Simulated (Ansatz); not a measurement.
# Au (Pm-3m) in Ansatz: notebook

The runs below take Au through band structure, with LDA, PBE, PBEsol.

Everything below comes from runs of Ansatz 0.2.0. Logs are shortened: lines on timing, memory, paths and dates and some standing lists are left out, and cuts for length are marked.

## 1. The crystal as given

The structure is cubic, space group Pm-3m (No. 221). Conventional cell: a = 2.748 Å, b = 2.748 Å, c = 2.748 Å, α = 90.00°, β = 90.00°, γ = 90.00°. Around Au (site symmetry m-3m) lie 6 Au at 2.75 Å.

The cell was built by a generator and needn't be a form met in nature.

## 2. Band structure, LDA

File input.yaml:

```yaml
crystal:
  lattice:
    - [2.74841, 0.0, 0.0]
    - [0.0, 2.74841, 0.0]
    - [0.0, 0.0, 2.74841]
  atoms:
    - { symbol: Au, position: [0.5, 0.5, 0.5] }
hamiltonian:
  xc: lda
  pseudopotentials: { kind: paw }
kpoints:
  mp_grid: { grid: [10, 10, 10] }
  band_path:
    path:
      - [[0.0, 0.0, 0.0], [0.0, 0.5, 0.0], [0.5, 0.5, 0.0], [0.0, 0.0, 0.0], [0.5, 0.5, 0.5], [0.0, 0.5, 0.0]]
      - [[0.5, 0.5, 0.0], [0.5, 0.5, 0.5]]
    npoints: 14
scf:
  occupations: { method: fermi_dirac, width: 0.05 }
  n_extra_bands: 6
output:
  forces: true
  stress: true
  eigenvalues: true
  fatbands: true
```

Potentials or basis: Ansatz PAW.

Run with:

```bash
$ ansatz run input.yaml --threads 2 --pin off --max-ram 5632MiB --backend cpu --events-out ev --progress --plain --runs-dir out
```

What it wrote:

```text
Warning: RAYON_NUM_THREADS=2 ignored (pool sized by the plan → 2); use --threads N
scf.n_extra_bands = 6 over 10 filled bands (N_el = 19.0): the run solves 16 bands
Engine: ansatz 0.2.0, aarch64-unknown-linux-gnu
Pseudopotentials: kind: paw
Pseudopotential: Au, paw, valence charge 19, recommended cutoff 420 eV (normal), Au.paw.azcp
Functional definition: SPW92
  exchange = slater_x
  correlation = pw_c
Crystal: 1 atoms, lattice volume = 20.761 Å³
Basis set: ecut = 420 eV, 437 PW (Γ)
Bands: 16, of which v1, the nominal top of the filled ones, is band 10 counted from 1 (9 counted from 0)
Symmetry: 48 space group operations
Space group: Pm-3m (ITA 221), of the structure as read, at distance tolerance 2.7e-5 Å
k-points: 56 of 1000
Non-local potential: Au, projectors of the file, l = 0: 3, l = 1: 2, l = 2: 2, l = 3: 1
PAW form: soft (Blöchl's): semilocal exchange-correlation on the pseudo side does not see the compensation charge
PAW frozen core: Au, regenerated for the run's functional, and the local potential with it (the file was generated under x = pbe(κ = 0.804, μ = 0.2195149727645171), c = pbe(β = 0.06672455060314922))
PAW one-centre angular grid: Au, 590 points (default); XC on 64 Gauss nodes
Initial density: superposition of atomic densities (neutral atoms: chi_scale 0, normalization atom), corrected by the library's trained network
Initial wavefunctions: pseudopotential atomic-orbital guess
Functional: x = slater, c = lda
SCF iter   1: F=—  HF=-12864.611395 eV  |F-HF|=—  |Δ(HF+E_count)|=         —  Δρ=4.64e-3  dr2=2.60e-3  ethr=1.77e-3  ⟨swp⟩=5.4  Hψ=4601  notcnv=0  defer=6
preconditioner: auto → none  [insulator: Δε(μ)=0.170 eV  Ē_g=17.744 eV  σ=0.050 eV  W_gap=0.68  n_scr=6 (ndim 8)  ℏωp=27.0 eV  f_vac=0.010  D(μ)=0.42/eV (n_scr^D=0)  ε∞_Penn≈3.3]
SCF iter   2: F=—  HF=-12864.611085 eV  |F-HF|=—  |Δ(HF+E_count)|=   3.10e-4  Δρ=2.10e-3  dr2=3.09e-4  ethr=1.37e-5  ⟨swp⟩=2.2  Hψ=1572  notcnv=0  defer=34
SCF iter   3: F=—  HF=-12864.610992 eV  |F-HF|=—  |Δ(HF+E_count)|=   9.24e-5  Δρ=9.89e-4  dr2=5.23e-5  ethr=1.62e-6  ⟨swp⟩=2.8  Hψ=1271  notcnv=0  defer=34
SCF iter   4: F=—  HF=-12864.610988 eV  |F-HF|=—  |Δ(HF+E_count)|=   4.39e-6  Δρ=3.77e-4  dr2=8.43e-6  ethr=2.75e-7  ⟨swp⟩=1.0  Hψ=795  notcnv=0  defer=34
SCF iter   5: F=—  HF=-12864.610987 eV  |F-HF|=—  |Δ(HF+E_count)|=   1.19e-6  Δρ=6.79e-5  dr2=3.12e-7  ethr=4.43e-8  ⟨swp⟩=1.3  Hψ=858  notcnv=0  defer=34
SCF iter   6: F=-12864.610987 eV  HF=-12864.610987 eV  |F-HF|=5.06e-10  |Δ(HF+E_count)|=   3.01e-8  Δρ=5.50e-6  dr2=1.98e-9  ethr=5.26e-10  ⟨swp⟩=7.8  Hψ=3599  notcnv=0
SCF 1 converged in 6 iterations: F = -12864.610987 eV  dr2 = 1.98e-9
NSCF: frozen V_eff on 86 k-points
SCF converged after 6 iterations
Free energy (F): -12864.610987 eV
Harris-Foulkes:  -12864.610987 eV  (|F-HF|=5.06e-10)
Internal energy: -12864.607420 eV  (E = F + TS)
E sigma→0 (E₀):  -12864.609203 eV
Entropy (-TS):   -0.003567 eV (-3.567 meV/atom)
Fermi energy:    15.003237 eV
--- Per-component energies (eV) ---
  E_band       = -298.145051
  E_kinetic    = 604.098318
  E_local      = -2093.659363  (includes V_loc(G=0)·N_el)
  E_nonlocal   = 81.131353
  E_hartree    = 875.748600
  E_xc         = -225.769409
  E_vxc        = -273.774287  (∫ρ·V_xc dr)
  E_paw        = -9423.485155  (= ΣΔE_a)
  E_vpaw       = -367.441321  (= ΣTr[D̂ρ^β])
  E_aug_tail   = 0.001274  (compensation charges beyond the density's cutoff)
  E_ewald      = -2683.195756
  E_core_change = 0.522718  (= ΣΔE_core)
  E_smearing   = -0.003567  (= −TS)
  E_closure    = -0.000000  (closes the sum)
  Σ components = -12864.610987   (vs F -12864.610987, Δ=0.00e0)
--- Forces (eV/Å), atoms counted from 1 ---
  atom   1  Au     0.00000000     0.00000000     0.00000000
  max |Σ_I F_I| component: 1.68e-29 eV/Å
--- Stress (GPa, compression-positive) ---
       -9.953949       0.000000       0.000000
        0.000000      -9.953949       0.000000
        0.000000       0.000000      -9.953949
  P = ⅓ Tr σ = -9.9539 GPa (-99.539 kbar)
--- Band table (eV; the first three rows and the last of 56) ---
  k-point 0: bands = ["-89.8275", "-41.0465", "-41.0465", "-41.0465", "7.1991", "9.4334", "9.4334", "13.6614", "13.6614", "13.6614", "28.7878", "28.7878", "28.7878", "33.6474", "36.0446", "36.0446"]
  k-point 1: bands = ["-89.8266", "-41.0661", "-41.0449", "-41.0449", "7.4371", "9.4696", "9.6250", "13.5034", "13.5034", "13.6743", "27.0407", "29.1800", "29.1800", "34.4319", "35.2937", "37.3072"]
  k-point 2: bands = ["-89.8245", "-41.1175", "-41.0409", "-41.0409", "8.0335", "9.5659", "10.2621", "13.1138", "13.1138", "13.7080", "24.1421", "30.2426", "30.2426", "33.8439", "34.6672", "40.7143"]
  k-point 55: bands = ["-89.8024", "-41.2118", "-41.2118", "-41.2118", "10.1862", "10.1862", "10.1862", "14.8730", "14.8730", "23.3531", "23.3531", "23.3531", "25.1693", "27.0424", "31.4485", "31.4485"]
```

bands.tsv:

```text
[... 98 lines left out ...]
8.315478	-104.807224	-56.218593	-56.218593	-56.178244	-4.953683	-4.487922	-4.487922	-1.286848	-0.147793	7.327475	7.429367	7.429367	10.488340	15.277669	16.917200	17.370792
8.397125	-104.806571	-56.217085	-56.217085	-56.193720	-4.896887	-4.629772	-4.629772	-0.824061	-0.140434	7.613485	7.802956	7.802956	10.356617	14.067455	16.704742	16.998286
8.478772	-104.806079	-56.215948	-56.215948	-56.205346	-4.853529	-4.733157	-4.733157	-0.453952	-0.134888	7.933261	8.096131	8.096131	10.253852	13.046182	16.558605	16.702888
8.560419	-104.805777	-56.215246	-56.215246	-56.212564	-4.826342	-4.796001	-4.796001	-0.213694	-0.131448	8.222727	8.284588	8.284588	10.188493	12.316396	16.473295	16.511630
8.642066	-104.805673	-56.215007	-56.215007	-56.215007	-4.817076	-4.817076	-4.817076	-0.130279	-0.130279	8.349862	8.349862	8.349862	10.166087	12.039203	16.445278	16.445278
```

Wall time 1.3 s (2 threads of Arm Neoverse V1, shared host); peak memory 0.26 GiB.

What came out:

| Property | Result |
| --- | --- |
| Free energy | -12864.6110 eV |
| Pressure | -10.0 GPa |
| Band gap on the k mesh | none (metal or under the smearing width) |

Levels at the corners of the path, in eV from the Fermi level:
```csv
point,band 6,band 7,band 8,band 9,band 10,band 11,band 12,band 13
Γ,-5.57,-5.57,-1.34,-1.34,-1.34,13.78,13.78,13.78
X,-5.17,-2.78,-2.78,-1.21,-0.45,2.06,16.29,18.37
M,-4.85,-2.53,-2.53,-0.22,3.80,3.80,6.34,11.49
Γ,-5.57,-5.57,-1.34,-1.34,-1.34,13.78,13.78,13.78
R,-4.82,-4.82,-0.13,-0.13,8.35,8.35,8.35,10.17
X,-5.17,-2.78,-2.78,-1.21,-0.45,2.06,16.29,18.37
M,-4.85,-2.53,-2.53,-0.22,3.80,3.80,6.34,11.49
R,-4.82,-4.82,-0.13,-0.13,8.35,8.35,8.35,10.17
```

Caveat: spin-orbit coupling is left out, which moves the levels of the heavy elements; the PAW data sets come from PBE, with cores solved anew for the run's functional, which leaves a small shift of forces and pressure.

## 3. Band structure, PBE

Changes to input.yaml since step 2:

```diff
@@ -8,3 +8,3 @@
 hamiltonian:
-  xc: lda
+  xc: pbe
   pseudopotentials: { kind: paw }
@@ -24,2 +24,6 @@
   eigenvalues: true
-  fatbands: true
+  fatbands: false
+  write_density: true
+  write_potential: true
+  elf: true
+  volumetric_format: npy
```

Potentials or basis: Ansatz PAW.

Run with:

```bash
$ ansatz run input.yaml --threads 2 --pin off --max-ram 5632MiB --backend cpu --events-out ev --progress --plain --runs-dir out
```

What it wrote:

```text
Warning: RAYON_NUM_THREADS=2 ignored (pool sized by the plan → 2); use --threads N
scf.n_extra_bands = 6 over 10 filled bands (N_el = 19.0): the run solves 16 bands
[... 3 set-up lines as earlier in the session ...]
Functional definition: PBE
  parameter kappa = 0.804
  parameter beta = 0.06672455060314922
  exchange = pbe_x(kappa = kappa, mu = beta*pi^2/3)
  correlation = pbe_c(beta = beta)
Crystal: 1 atoms, lattice volume = 20.761 Å³
Basis set: ecut = 420 eV, 437 PW (Γ), exchange–correlation on 40×40×40 points (8 copies of the dense FFT grid, shifted against one another)
Bands: 16, of which v1, the nominal top of the filled ones, is band 10 counted from 1 (9 counted from 0)
[... 2 set-up lines as earlier in the session ...]
k-points: 56 of 1000
[... 5 set-up lines as earlier in the session ...]
Functional: x = pbe(κ = 0.804, μ = 0.2195149727645171), c = pbe(β = 0.06672455060314922)
SCF iter   1: F=—  HF=-13149.119600 eV  |F-HF|=—  |Δ(HF+E_count)|=         —  Δρ=3.98e-3  dr2=2.72e-3  ethr=1.77e-3  ⟨swp⟩=5.4  Hψ=4602  notcnv=0  defer=6
preconditioner: auto → none  [insulator: Δε(μ)=0.156 eV  Ē_g=17.863 eV  σ=0.050 eV  W_gap=0.64  n_scr=6 (ndim 8)  ℏωp=27.0 eV  f_vac=0.010  D(μ)=0.37/eV (n_scr^D=0)  ε∞_Penn≈3.3]
SCF iter   2: F=—  HF=-13149.119388 eV  |F-HF|=—  |Δ(HF+E_count)|=   2.12e-4  Δρ=1.55e-3  dr2=3.08e-4  ethr=1.43e-5  ⟨swp⟩=2.7  Hψ=1823  notcnv=0  defer=50
SCF iter   3: F=—  HF=-13149.119344 eV  |F-HF|=—  |Δ(HF+E_count)|=   4.41e-5  Δρ=7.10e-4  dr2=2.30e-5  ethr=1.62e-6  ⟨swp⟩=2.2  Hψ=1158  notcnv=0  defer=50
SCF iter   4: F=—  HF=-13149.119375 eV  |F-HF|=—  |Δ(HF+E_count)|=   3.05e-5  Δρ=3.63e-5  dr2=2.55e-7  ethr=1.21e-7  ⟨swp⟩=2.0  Hψ=1180  notcnv=0  defer=50
iter 5 did not close the SCF: its close was put off for the readings that it lacked (scf_convergence_deferred on its scf_iter line)
SCF iter   5: F=-13149.119375 eV  HF=-13149.119375 eV  |F-HF|=2.18e-10  |Δ(HF+E_count)|=   1.89e-7  Δρ=5.01e-6  dr2=3.54e-9  ethr=1.34e-9  ⟨swp⟩=2.0  Hψ=1082  notcnv=0  defer=50
SCF iter   6: F=-13149.119375 eV  HF=-13149.119375 eV  |F-HF|=4.55e-11  |Δ(HF+E_count)|=   1.55e-9  Δρ=5.96e-7  dr2=2.29e-11  ethr=1.86e-11  ⟨swp⟩=8.2  Hψ=4957  notcnv=0
SCF 1 converged in 6 iterations: F = -13149.119375 eV  dr2 = 2.29e-11
NSCF: frozen V_eff on 86 k-points
SCF converged after 6 iterations
Free energy (F): -13149.119375 eV
Harris-Foulkes:  -13149.119375 eV  (|F-HF|=4.55e-11)
Internal energy: -13149.116016 eV  (E = F + TS)
E sigma→0 (E₀):  -13149.117696 eV
Entropy (-TS):   -0.003359 eV (-3.359 meV/atom)
Fermi energy:    15.448684 eV
--- Per-component energies (eV) ---
  E_band       = -290.122684
  E_kinetic    = 604.534337
  E_local      = -2088.048921  (includes V_loc(G=0)·N_el)
  E_nonlocal   = 73.967223
  E_hartree    = 877.918163
  E_xc         = -227.507252
  E_vxc        = -274.495479  (∫ρ·V_xc dr)
  E_paw        = -9706.785205  (= ΣΔE_a)
  E_vpaw       = -361.917454  (= ΣTr[D̂ρ^β])
  E_aug_tail   = 0.001395  (compensation charges beyond the density's cutoff)
  E_ewald      = -2683.195756
  E_smearing   = -0.003359  (= −TS)
  E_closure    = -0.000000  (closes the sum)
  Σ components = -13149.119375   (vs F -13149.119375, Δ=0.00e0)
--- Forces (eV/Å), atoms counted from 1 ---
  atom   1  Au     0.00000000     0.00000000     0.00000000
  max |Σ_I F_I| component: 2.31e-29 eV/Å
--- Stress (GPa, compression-positive) ---
        0.228708       0.000000       0.000000
       -0.000000       0.228708       0.000000
        0.000000       0.000000       0.228708
  P = ⅓ Tr σ = 0.2287 GPa (2.287 kbar)
--- Band table (eV; the first three rows and the last of 56) ---
  k-point 0: bands = ["-89.2695", "-40.6228", "-40.6228", "-40.6228", "7.6872", "9.8439", "9.8439", "14.0171", "14.0171", "14.0171", "29.2778", "29.2778", "29.2778", "34.0842", "36.4417", "36.4417"]
  k-point 1: bands = ["-89.2687", "-40.6424", "-40.6212", "-40.6212", "7.9250", "9.8800", "10.0357", "13.8607", "13.8607", "14.0298", "27.5168", "29.6691", "29.6691", "34.8645", "35.7008", "37.7230"]
  k-point 2: bands = ["-89.2665", "-40.6938", "-40.6172", "-40.6172", "8.5173", "9.9760", "10.6772", "13.4751", "13.4751", "14.0632", "24.6078", "30.7305", "30.7305", "34.2626", "35.0936", "41.1497"]
  k-point 55: bands = ["-89.2441", "-40.7881", "-40.7881", "-40.7881", "10.5709", "10.5709", "10.5709", "15.2532", "15.2532", "23.8551", "23.8551", "23.8551", "25.5946", "27.5992", "31.8371", "31.8371"]
```

rho_z.tsv:

```text
# z_ang	rho[e/angstrom^3]
# format = ansatz-planar-average/11
# lattice	2.748410000	0.000000000	0.000000000
# lattice	0.000000000	2.748410000	0.000000000
# lattice	0.000000000	0.000000000	2.748410000
# sites	1
# site	79	1.374205000	1.374205000	1.374205000
0.000000	1.342545e-1
0.137421	1.434006e-1
0.274841	1.769674e-1
0.412261	2.432614e-1
0.549682	3.767885e-1
0.687102	6.288853e-1
[... 12 lines left out ...]
2.473569	1.769674e-1
2.610989	1.434006e-1
```

Run time: 1.1 s. Hardware: 2 threads of Arm Neoverse V1, shared host; peak memory 0.26 GiB.

Results:

- Free energy: -13149.1194 eV
- Pressure: 0.2 GPa
- Band gap on the k mesh: none (metal or under the smearing width)

Levels at the corners of the path, in eV from the Fermi level:
```tsv
point	band 7	band 8	band 9	band 10	band 11	band 12
Γ	-5.60	-1.43	-1.43	-1.43	13.83	13.83
X	-2.86	-2.86	-1.30	-0.44	2.05	16.28
M	-2.61	-2.61	-0.29	3.83	3.83	6.39
Γ	-5.60	-1.43	-1.43	-1.43	13.83	13.83
R	-4.88	-0.20	-0.20	8.41	8.41	8.41
X	-2.86	-2.86	-1.30	-0.44	2.05	16.28
M	-2.61	-2.61	-0.29	3.83	3.83	6.39
R	-4.88	-0.20	-0.20	8.41	8.41	8.41
```

Caveat: spin-orbit coupling is left out, which moves the levels of the heavy elements.

## 4. Band structure, PBEsol

Changes to input.yaml since step 3:

```diff
@@ -8,3 +8,3 @@
 hamiltonian:
-  xc: pbe
+  xc: pbesol
   pseudopotentials: { kind: paw }
```

Run with:

```bash
$ ansatz run input.yaml --threads 2 --pin off --max-ram 5632MiB --backend cpu --events-out ev --progress --plain --runs-dir out
```

Wall time 1.2 s (2 threads of Arm Neoverse V1, shared host); peak memory 0.26 GiB.

The run converged. Its results:

```yaml
Free_energy: -13006.7913 eV
Pressure: -6.3 GPa
Band_gap_on_the_k_mesh: none (metal or under the smearing width)
```

Levels at the corners of the path, in eV from the Fermi level:
```
point  band 7  band 8  band 9  band 10  band 11  band 12
    Γ   -5.58   -1.37   -1.37    -1.37    13.81    13.81
    X   -2.80   -2.80   -1.23    -0.48     2.08    16.24
    M   -2.55   -2.55   -0.24     3.80     3.80     6.40
    Γ   -5.58   -1.37   -1.37    -1.37    13.81    13.81
    R   -4.84   -0.15   -0.15     8.38     8.38     8.38
    X   -2.80   -2.80   -1.23    -0.48     2.08    16.24
    M   -2.55   -2.55   -0.24     3.80     3.80     6.40
    R   -4.84   -0.15   -0.15     8.38     8.38     8.38
```

Caveat: spin-orbit coupling is left out, which moves the levels of the heavy elements; the PAW data sets come from PBE, with cores solved anew for the run's functional, which leaves a small shift of forces and pressure.

## 5. The runs side by side

```csv
level,gap on the mesh (eV),pressure (GPa)
LDA,none,-10.0
PBE,none,0.2
PBEsol,none,-6.3
```

Alike in all rows: task band structure; potentials or basis Ansatz PAW; no spin polarisation; cell as given; k mesh 10 × 10 × 10; cutoff (eV) 420; smearing fermi-dirac 0.05 eV.

Every run on the cell as given and a fine mesh finds a metal. The pressure there spans -10.0 GPa (LDA) to 0.2 GPa (PBE); a positive pressure means that this level wants a larger cell, a negative one a smaller.

Caveats: spin-orbit coupling is left out, which moves the levels of the heavy elements; the PAW data sets come from PBE, with cores solved anew for the run's functional, which leaves a small shift of forces and pressure (some runs).

Absolute energies hang on the potentials; compare differences alone.
